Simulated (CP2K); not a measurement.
Crystal: Te2Mo.

```
Te Mo
1.0
     3.51820    0.00000    0.00000
    -1.75910    3.04685    0.00000
     0.00000    0.00000   13.97360
Te Mo
4 2
Direct
  0.66667 0.33333 0.37900
  0.33333 0.66667 0.87900
  0.66667 0.33333 0.12100
  0.33333 0.66667 0.62100
  0.66667 0.33333 0.75000
  0.33333 0.66667 0.25000
```

Base run:

* Program: CP2K 2026.2
* Functional: PBEsol
* Potentials or basis: POTENTIAL_UZH Te GTH-PBE-q6, Mo GTH-PBE-q14; DZVP-MOLOPT-PBE-GTH basis
* Density cutoff: 9184 eV
* k mesh: 9 × 9 × 2
* Occupations: fermi-dirac, width 0.05 eV
* Spin: no spin polarisation

Its results: band gap on the k mesh 0.86 eV, indirect (least direct gap 1.05 eV); pressure 3.5 GPa; largest force 0.284 eV/Å.

Question: After a change of settings the same cell gave: band gap on the k mesh 0.87 eV, indirect (least direct gap 1.05 eV); pressure 6.1 GPa; largest force 0.580 eV/Å. Which change was it?
A. functional from PBEsol to rev-vdW-DF2
B. functional from PBEsol to WC
C. functional from PBEsol to LDA

Answer: A.

Caveats: the potentials were made for another functional, which shifts forces and pressure; spin-orbit coupling is left out, which moves the levels of the heavy elements; an odd mesh through Γ misses points on the zone boundary, where band edges often lie; the basis of atomic orbitals isn't converged, which shifts pressures, moduli and gaps; this functional lacks dispersion, which binds the layers, so the pressure and a relaxed spacing across them are unreliable (some runs).

Runs at the PBE level aren't shown here.
